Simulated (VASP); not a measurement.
# W (Im-3m) in VASP: further runs, part 2 of 2

VASP 6.6.1.

## Step 3: Relaxation of cell and atoms, PBE

This run uses another cell than the first one, of 16.06 Å³/atom, 1.014 times its volume.

Input file INCAR:

```
SYSTEM = W
PREC = Accurate
ENCUT = 520
EDIFF = 1E-7
ISMEAR = 0
SIGMA = 0.1
LREAL = .False.
LASPH = .True.
NELM = 80
ALGO = Normal
ISIF = 3
LWAVE = .False.
LCHARG = .False.
GGA = PE
IBRION = 2
NSW = 80
EDIFFG = -0.002
```

Input file KPOINTS:

```
Automatic mesh
0
Gamma
  6 6 6
  0 0 0
```

Input file POSCAR:

```
W                                       
1.0
   -1.5895238436      1.5895238436      1.5895238436
    1.5895238436     -1.5895238436      1.5895238436
    1.5895238436      1.5895238436     -1.5895238436
  W             
     1
Direct
     0.0000000000000000    0.0000000000000000    0.0000000000000000
```

Potentials or basis: VASP PAW PBE potentials, release 64 (W_sv).

The run is started by

```sh
$ cat potpaw_PBE.64/W_sv/POTCAR > POTCAR
$ mpirun -np 1 vasp_std > vasp.out
```

OUTCAR:

```text
SYSTEM = W
   PREC = Accurate
   ENCUT = 520
   EDIFF = 1E-7
   ISMEAR = 0
   LREAL = .False.
   LASPH = .True.
   NELM = 80
   ISIF = 3
   GGA = PE
   IBRION = 2
   NSW = 80
   EDIFFG = -0.002

 ion  position               nearest neighbor table
   1  0.000  0.000  0.000-

  LATTYP: Found a body centered cubic cell.
 ALAT       =     3.1790476872

  Lattice vectors:

 A1 = (  -1.5895238436,   1.5895238436,   1.5895238436)
 A2 = (   1.5895238436,  -1.5895238436,   1.5895238436)
 A3 = (   1.5895238436,   1.5895238436,  -1.5895238436)

Analysis of symmetry for initial positions (statically):
=====================================================================
 Subroutine PRICEL returns:
 Original cell was already a primitive cell.

 Routine SETGRP: Setting up the symmetry group for a
 body centered cubic supercell.

 Subroutine GETGRP returns: Found 48 space group operations
 (whereof 48 operations were pure point group operations)
 out of a pool of 48 trial point group operations.

The static configuration has the point symmetry O_h .

[... 159 lines left out ...]
  band No.  band energies     occupation
      1     -62.8943      2.00000
      2     -26.4807      2.00000
      3     -26.4807      2.00000
      4     -26.4807      2.00000
      5       1.6861      2.00000
      6      10.0700      2.00000
      7      10.0700      2.00000
      8      10.0700      2.00000
      9      13.5041      0.00000
     10      13.5041      0.00000
     11      25.7342      0.00000
[... 197 lines left out ...]
 k-point    16 :       0.5000    0.5000    0.5000
  band No.  band energies     occupation
      1     -62.6729      2.00000
      2     -27.3474      2.00000
      3     -27.3474      2.00000
      4     -27.3474      2.00000
      5       5.5309      2.00000
      6       5.5309      2.00000
      7      16.3574      0.00000
      8      16.3574      0.00000
      9      16.3574      0.00000
     10      19.3954      0.00000
     11      19.3954      0.00000

------------------------ aborting loop because EDIFF is reached ----------------------------------------

  FORCE on cell =-STRESS in cart. coord.  units (eV):
  Direction    XX          YY          ZZ          XY          YZ          ZX
  --------------------------------------------------------------------------------------
  -------------------------------------------------------------------------------------
  Total        0.0007666      0.0007666      0.0007666      0.0000000      0.0000000     -0.0000000
  in kB        0.0764524      0.0764524      0.0764524      0.0000000      0.0000000     -0.0000000
  external PRESSURE =       0.0764524 kB  Pullay stress =       0.0000000 kB

 VOLUME and BASIS-vectors are now :
 -----------------------------------------------------------------------------
  energy-cutoff  :      520.00
  volume of cell :       16.06
      direct lattice vectors                 reciprocal lattice vectors
    -1.589523844  1.589523844  1.589523844     0.000000000  0.314559610  0.314559610
     1.589523844 -1.589523844  1.589523844     0.314559610  0.000000000  0.314559610
     1.589523844  1.589523844 -1.589523844     0.314559610  0.314559610  0.000000000

 POSITION                                       TOTAL-FORCE (eV/Angst)
 -----------------------------------------------------------------------------------
      0.00000      0.00000      0.00000         0.000000     -0.000000     -0.000000
 -----------------------------------------------------------------------------------
    total drift:                                0.000000     -0.000000      0.000000

  FREE ENERGIE OF THE ION-ELECTRON SYSTEM (eV)
  ---------------------------------------------------
  free  energy   TOTEN  =       -13.0005904246 eV

  energy  without entropy=      -12.9994587349  energy(sigma->0) =      -13.00002458

 reached required accuracy - stopping structural energy minimisation
```

OSZICAR:

```text
N       E                     dE             d eps       ncg     rms          rms(c)
DAV:   1     0.726762908635E+02    0.72676E+02   -0.84507E+03   352   0.144E+03
DAV:   2    -0.121701392118E+02   -0.84846E+02   -0.82423E+02   376   0.326E+02
DAV:   3    -0.135927333351E+02   -0.14226E+01   -0.14096E+01   400   0.416E+01
DAV:   4    -0.136010956226E+02   -0.83623E-02   -0.83618E-02   393   0.350E+00
DAV:   5    -0.136011598257E+02   -0.64203E-04   -0.64203E-04   388   0.313E-01    0.204E+01
DAV:   6    -0.131159767829E+02    0.48518E+00   -0.58533E-01   361   0.102E+01    0.810E+00
DAV:   7    -0.130046995719E+02    0.11128E+00   -0.26007E-01   367   0.633E+00    0.539E-01
DAV:   8    -0.130005854610E+02    0.41141E-02   -0.32260E-03   358   0.734E-01    0.334E-01
DAV:   9    -0.130005966028E+02   -0.11142E-04   -0.25467E-04   391   0.225E-01    0.548E-02
DAV:  10    -0.130005898458E+02    0.67570E-05   -0.12326E-05   373   0.555E-02    0.157E-02
DAV:  11    -0.130005905548E+02   -0.70900E-06   -0.16633E-07   345   0.484E-03    0.641E-04
DAV:  12    -0.130005904017E+02    0.15309E-06   -0.67666E-09   185   0.113E-03    0.338E-04
DAV:  13    -0.130005904246E+02   -0.22844E-07   -0.52878E-10   179   0.349E-04
   1 F= -.13000590E+02 E0= -.13000025E+02  d E =-.130006E+02
```

CONTCAR:

```text
W
   1.00000000000000
    -1.5895238436000001    1.5895238436000001    1.5895238436000001
     1.5895238436000001   -1.5895238436000001    1.5895238436000001
     1.5895238436000001    1.5895238436000001   -1.5895238436000001
  W
     1
Direct
     0.0000000000000000    0.0000000000000000    0.0000000000000000

  0.00000000E+00  0.00000000E+00  0.00000000E+00
```

It used 3.2 s of CPU time on 1 thread of Intel(R) Xeon(R) Platinum 8559C (Emerald Rapids) (shared host), which was overloaded at the time.

What came out:

- Free energy: -13.0006 eV
- Pressure after relaxing: 0.0 GPa
- Band gap on the k mesh: none (metal or under the smearing width)

Final structure:
```xyz
1
Lattice="-1.5895 1.5895 1.5895 1.5895 -1.5895 1.5895 1.5895 1.5895 -1.5895" Properties=species:S:1:pos:R:3 pbc="T T T"
W     0.0000    0.0000    0.0000
```

Levels at points of the mesh, in eV from the Fermi level:
| k point | band 5 | band 6 | band 7 | band 8 | band 9 | band 10 |
| --- | --- | --- | --- | --- | --- | --- |
| (0.00, 0.00, 0.00) | -9.77 | -1.39 | -1.39 | -1.39 | 2.05 | 2.05 |
| (0.50, 0.00, 0.00) | -6.39 | -3.69 | 0.43 | 1.94 | 2.90 | 5.87 |
| (0.50, 0.50, 0.50) | -5.92 | -5.92 | 4.90 | 4.90 | 4.90 | 7.94 |

Caveat: the k mesh is coarse (spacing up to 0.47 Å⁻¹), so the values aren't converged; the relaxation stopped at its first step, so nothing moved. Spin-orbit coupling is left out, which matters for the levels of W.

## Step 4: Single point, PBE

This run uses another cell than the first one, of 16.06 Å³/atom, 1.014 times its volume.

Changes to INCAR since step 3:

```diff
@@ -10,3 +10,3 @@
 ALGO = Normal
-ISIF = 3
+ISIF = 2
 LWAVE = .False.
@@ -14,4 +14 @@
 GGA = PE
-IBRION = 2
-NSW = 80
-EDIFFG = -0.002
```

KPOINTS is that of step 3.

POSCAR is that of step 3.

The run is started by

```sh
$ cat potpaw_PBE.64/W_sv/POTCAR > POTCAR
$ mpirun -np 1 vasp_std > vasp.out
```

It used 2.4 s of CPU time on 1 thread of Intel(R) Xeon(R) Platinum 8559C (Emerald Rapids), with other jobs on the host, which was overloaded at the time.

It converged, with:

- Free energy: -13.0006 eV
- Pressure: 0.0 GPa
- Band gap on the k mesh: none (metal or under the smearing width)

Levels at points of the mesh, in eV from the Fermi level:
| k point | band 4 | band 5 | band 6 | band 7 | band 8 | band 9 | band 10 | band 11 |
| --- | --- | --- | --- | --- | --- | --- | --- | --- |
| (0.00, 0.00, 0.00) | -37.94 | -9.77 | -1.39 | -1.39 | -1.39 | 2.05 | 2.05 | 14.28 |
| (0.50, 0.00, 0.00) | -37.94 | -6.39 | -3.69 | 0.43 | 1.94 | 2.90 | 5.87 | 10.69 |
| (0.50, 0.50, 0.50) | -38.80 | -5.92 | -5.92 | 4.90 | 4.90 | 4.90 | 7.94 | 7.94 |

Caveat: the k mesh is coarse (spacing up to 0.47 Å⁻¹), so the values aren't converged. Spin-orbit coupling is left out, which matters for the levels of W.
